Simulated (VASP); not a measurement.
# SnTe (Fm-3m) in VASP: notebook, part 2 of 2

VASP 6.6.1.

## 3. Relaxation of cell and atoms, PBE

This run uses another cell than the first one, of 31.28 Å³/atom, 0.949 times its volume.

The input, INCAR:

```
SYSTEM = SnTe
PREC = Accurate
ENCUT = 600
EDIFF = 1E-6
ISMEAR = 0
SIGMA = 0.01
LREAL = .FALSE.
LASPH = .TRUE.
NELM = 100
ALGO = Normal
ISIF = 3
LWAVE = .FALSE.
LCHARG = .FALSE.
GGA = PE
IBRION = 2
NSW = 100
EDIFFG = -0.005
```

The input, KPOINTS:

```
Automatic mesh
0
G
  10 10 10
  0 0 0
```

The input, POSCAR:

```
SnTe
1.0
    0.0000000000      3.1508500000      3.1508500000
    3.1508500000      0.0000000000      3.1508500000
    3.1508500000      3.1508500000      0.0000000000
Sn Te
1 1
Direct
    0.0000000000      0.0000000000      0.0000000000
    0.5000000000      0.5000000000      0.5000000000
```

Potentials or basis: VASP PAW PBE potentials, release 64 (Sn_d, Te).

The run is started by

```sh
> cat potpaw_PBE.64/Sn_d/POTCAR potpaw_PBE.64/Te/POTCAR > POTCAR
> mpirun -np 1 vasp_std > vasp.out
```

OUTCAR:

```text
SYSTEM = SnTe
   PREC = Accurate
   ENCUT = 600
   EDIFF = 1E-6
   ISMEAR = 0
   LREAL = .FALSE.
   LASPH = .TRUE.
   NELM = 100
   ISIF = 3
   GGA = PE
   IBRION = 2
   NSW = 100
   EDIFFG = -0.005

 ion  position               nearest neighbor table
   1  0.000  0.000  0.000-   2 3.15   2 3.15   2 3.15   2 3.15   2 3.15   2 3.15
   2  0.500  0.500  0.500-   1 3.15   1 3.15   1 3.15   1 3.15   1 3.15   1 3.15

  LATTYP: Found a face centered cubic cell.
 ALAT       =     6.3017000000

  Lattice vectors:

 A1 = (   0.0000000000,   3.1508500000,   3.1508500000)
 A2 = (   3.1508500000,   0.0000000000,   3.1508500000)
 A3 = (   3.1508500000,   3.1508500000,   0.0000000000)

Analysis of symmetry for initial positions (statically):
=====================================================================
 Subroutine PRICEL returns:
 Original cell was already a primitive cell.

 Routine SETGRP: Setting up the symmetry group for a
 face centered cubic supercell.

 Subroutine GETGRP returns: Found 48 space group operations
 (whereof 48 operations were pure point group operations)
 out of a pool of 48 trial point group operations.

The static configuration has the point symmetry O_h .

Analysis of symmetry for dynamics (positions and initial velocities):
=====================================================================
 Subroutine PRICEL returns:
 Original cell was already a primitive cell.

 Routine SETGRP: Setting up the symmetry group for a
 face centered cubic supercell.

 Subroutine GETGRP returns: Found 48 space group operations
 (whereof 48 operations were pure point group operations)
 out of a pool of 48 trial point group operations.

The dynamic configuration has the point symmetry O_h .

 Subroutine INISYM returns: Found 48 space group operations
 (whereof 48 operations are pure point group operations),
 and found     1 'primitive' translations

----------------------------------------------------------------------------------------

                                     Primitive cell

  volume of cell :      62.5624

  direct lattice vectors                    reciprocal lattice vectors
     0.000000000  3.150850000  3.150850000    -0.158687338  0.158687338  0.158687338
     3.150850000  0.000000000  3.150850000     0.158687338 -0.158687338  0.158687338
     3.150850000  3.150850000  0.000000000     0.158687338  0.158687338 -0.158687338

  length of vectors
     4.455974803  4.455974803  4.455974803     0.274854533  0.274854533  0.274854533

  position of ions in fractional coordinates (direct lattice)
     0.000000000  0.000000000  0.000000000
     0.500000000  0.500000000  0.500000000

  ion indices of the primitive-cell ions
   primitive index   ion index
                 1           1
                 2           2

----------------------------------------------------------------------------------------

 KPOINTS: Automatic mesh

Automatic generation of k-mesh.
[... 49 lines left out ...]
   number of dos      NEDOS =    301   number of ions     NIONS =      2
   total plane-waves  NPLWV =  46656
   dimension x,y,z NGX =    36 NGY =   36 NGZ =   36
   dimension x,y,z NGXF=    72 NGYF=   72 NGZF=   72
   ions per type =               1   1
   NGX,Y,Z   is equivalent  to a cutoff of  13.43, 13.43, 13.43 a.u.
   NGXF,Y,Z  is equivalent  to a cutoff of  26.86, 26.86, 26.86 a.u.
 SYSTEM =  SnTe
   PREC   = accura    normal or accurate (medium, high low for compatibility)
   ISTART =      0    job   : 0-new  1-cont  2-samecut
   ICHARG =      2    charge: 1-file 2-atom 10-const
   ISPIN  =      1    spin polarized calculation?
   LNONCOLLINEAR =      F non collinear calculations
   LSORBIT =      F    spin-orbit coupling
   LASPH  =      T    aspherical Exc in radial PAW
   ENCUT  =  600.0 eV  44.10 Ry    6.64 a.u.   8.90  8.90  8.90*2*pi/ulx,y,z
   NELM   =    100;   NELMIN=  2; NELMDL= -5     # of ELM steps
   EDIFF  = 0.1E-05   stopping-criterion for ELM
   LREAL  =      F    real-space projection
   EDIFFG = -.5E-02   stopping-criterion for IOM
   NSW    =    100    number of steps for IOM
   IBRION =      2    ionic relax: 0-MD 1-quasi-New 2-CG
   NFREE  =      1    steps in history (QN), initial steepest desc. (CG)
   ISIF   =      3    stress and relaxation
   ISYM   =      2    0-nonsym 1-usesym 2-fastsym
   POTIM  = 0.5000    time-step for ionic-motion
   TEBEG  =    0.0;   TEEND  =   0.0 temperature during run
   PSTRESS=    0.0 pullay stress
   NELECT =      20.0000    total number of electrons
   NUPDOWN=      -1.0000    fix difference up-down
   EMIN   =  10.00;   EMAX   =-10.00  energy-range for DOS
   EFERMI =   0.00;   METHOD = LEGACY
   ISMEAR =     0;   SIGMA  =   0.01  broadening in eV -4-tet -1-fermi 0-gaus
   EFERMI_NEDOS =   21; number of points for ismear=-14 and -15
   IALGO  =     38    algorithm
   IMIX   =      4    mixing-type and parameters
     AMIX     =   0.40;   BMIX     =  1.00
     AMIX_MAG =   1.60;   BMIX_MAG =  1.00
  volume/ion in A,a.u.               =      31.28       211.10
  Fermi-wavevector in a.u.,A,eV,Ry     =   1.119387  2.115336 17.048485  1.253028
  Thomas-Fermi vector in A             =   2.256026
   LORBIT       =      0    0 simple, 1 ext, 2 COOP (PROOUT), +10 PAW based schemes
   GGA     = PE    functional components
   LHFCALC =     F    Hartree Fock is set to
   AEXX    =    0.0000 exact exchange contribution
   IVDW    =     0    specifies the selected vdW correction
   LEPSILON=     F    determine dielectric tensor
   LRPA    =     F    only Hartree local field effects (RPA)
 conjugate gradient relaxation of ions
 non-spin polarized calculation
 Gauss-broadening in eV      SIGMA  =   0.01
  energy-cutoff  :      600.00
  volume of cell :       62.56
 maximum number of plane-waves:      2108
   NGX = 17   NGY = 17   NGZ = 17

--------------------------------------- Ionic step        1  -------------------------------------------

 number of electron      19.9999998 magnetization

 Free energy of the ion-electron system (eV)
  ---------------------------------------------------
  ext. energy  EPLUGINS =         0.00000000
  ---------------------------------------------------
  free energy    TOTEN  =        -7.54259764 eV

  energy without entropy =       -7.54259764  energy(sigma->0) =       -7.54259764

------------------------ aborting loop because EDIFF is reached ----------------------------------------

  FORCE on cell =-STRESS in cart. coord.  units (eV):
  Direction    XX          YY          ZZ          XY          YZ          ZX
  --------------------------------------------------------------------------------------
  -------------------------------------------------------------------------------------
  Total        0.8723300      0.8723300      0.8723300      0.0000000      0.0000000      0.0000000
  in kB       22.3397455     22.3397455     22.3397455      0.0000000      0.0000000      0.0000000
  external PRESSURE =      22.3397455 kB  Pullay stress =       0.0000000 kB
[... 59 lines left out ...]
--------------------------------------- Ionic step        3  -------------------------------------------

 number of electron      20.0000005 magnetization

 Free energy of the ion-electron system (eV)
  ---------------------------------------------------
  ext. energy  EPLUGINS =         0.00000000
  ---------------------------------------------------
  free energy    TOTEN  =        -7.56474059 eV

  energy without entropy =       -7.56474054  energy(sigma->0) =       -7.56474057

 E-fermi :   6.3495     XC(G=0):  -9.2644

 val. band max:        6.3234993713   @ k =   0.5000   0.0000   0.0000
 cond. band min:       6.3755971060   @ k =   0.5000   0.0000   0.0000
 fundamental gap:      0.0520977347
 Fermi energy:         6.3495483027

 k-point     1 :       0.0000    0.0000    0.0000
  band No.  band energies     occupation
      1     -15.5564      2.00000
      2     -15.5564      2.00000
      3     -15.5534      2.00000
      4     -15.5534      2.00000
      5     -15.5534      2.00000
      6      -6.1023      2.00000
      7       1.4578      2.00000
      8       4.3252      2.00000
      9       4.3252      2.00000
     10       4.3252      2.00000
     11       9.5697      0.00000
     12       9.5697      0.00000
     13       9.5697      0.00000
     14      11.1735      0.00000
[... 377 lines left out ...]
      1     -15.5659      2.00000
      2     -15.5553      2.00000
      3     -15.5541      2.00000
      4     -15.5470      2.00000
      5     -15.5467      2.00000
      6      -5.0288      2.00000
      7      -0.4585      2.00000
      8       2.6028      2.00000
      9       3.1567      2.00000
     10       3.3226      2.00000
     11       9.2049      0.00000
     12      10.0009      0.00000
     13      10.1355      0.00000
     14      10.4319      0.00000

 [... further k-points ...]
[... 5 lines left out ...]
  --------------------------------------------------------------------------------------
  -------------------------------------------------------------------------------------
  Total       -0.0015736     -0.0015736     -0.0015736     -0.0000000      0.0000000      0.0000000
  in kB       -0.0382844     -0.0382844     -0.0382844     -0.0000000      0.0000000      0.0000000
  external PRESSURE =      -0.0382844 kB  Pullay stress =       0.0000000 kB
[... 17 lines left out ...]
  FREE ENERGIE OF THE ION-ELECTRON SYSTEM (eV)
  ---------------------------------------------------
  free  energy   TOTEN  =        -7.5647405938 eV

  energy  without entropy=       -7.5647405428  energy(sigma->0) =       -7.56474057

 reached required accuracy - stopping structural energy minimisation
```

CONTCAR:

```text
SnTe
   1.00000000000000
     0.0000000000000000    3.2051883143586064    3.2051883143586064
     3.2051883143586064    0.0000000000000000    3.2051883143586064
     3.2051883143586064    3.2051883143586064    0.0000000000000000
  Sn              Te
     1     1
Direct
     0.0000000000000000    0.0000000000000000    0.0000000000000000
     0.5000000000000000    0.5000000000000000    0.5000000000000000

  0.00000000E+00  0.00000000E+00  0.00000000E+00
  0.00000000E+00  0.00000000E+00  0.00000000E+00
```

It took 38 s on 1 thread of Intel Xeon Platinum 8559C (Emerald Rapids), shared host; peak memory 0.25 GiB.

What came out:

```yaml
Free_energy: -7.5647 eV
Relaxed_volume: 32.93 Å³/atom
Relaxed_cell: a = 4.533 Å, b = 4.533 Å, c = 4.533 Å, α = 60.00°, β = 60.00°, γ = 60.00°
Space_group_after_relaxing_to_0.05_Å: Fm-3m (No. 225)
Energy_gained_by_relaxing: 11.1 meV/atom
Ionic_steps: 3
Pressure_after_relaxing: 0.0 GPa
Band_gap_on_the_k_mesh: 0.05 eV, direct
```

Step by step:
```
step  energy change (eV)  largest force (eV/Å)  pressure (GPa)  volume (Å³)
   1              0.0000                0.0000            2.23        62.56
   2             -0.0211                0.0000           -0.43        66.60
   3             -0.0221                0.0000            0.00        65.86
```

Final structure:
```
CELL_PARAMETERS angstrom
0.00000 3.20519 3.20519
3.20519 0.00000 3.20519
3.20519 3.20519 0.00000
ATOMIC_POSITIONS crystal
Sn 0.00000 0.00000 0.00000
Te 0.50000 0.50000 0.50000
```

Levels at points of the mesh, in eV from the valence-band top:
| k point | band 7 | band 8 | band 9 | band 10 | band 11 | band 12 | band 13 | band 14 |
| --- | --- | --- | --- | --- | --- | --- | --- | --- |
| (0.00, 0.00, 0.00) | -4.87 | -2.00 | -2.00 | -2.00 | 3.25 | 3.25 | 3.25 | 4.85 |
| (0.50, 0.00, 0.00) | -8.06 | -1.67 | -1.67 | 0.00 | 0.05 | 0.45 | 0.45 | 7.67 |
| (0.50, 0.50, 0.00) | -6.43 | -5.21 | -3.49 | -3.49 | 2.38 | 4.69 | 4.69 | 6.02 |

Caveat: spin-orbit coupling is left out, which moves the levels of the heavy elements.

## 4. Against experiment

Step 2. Against the measured gap of SnTe, 0.18 eV (direct; 300 K; a printed reference work, textbook), the calculated 0.06 eV is off by -0.12 eV. Spin-orbit coupling on Sn, Te is left out. The value is that of PBE on a finite k mesh, which can miss the band edges, without temperature or zero-point motion. Semilocal functionals fall short of measured gaps as a rule.
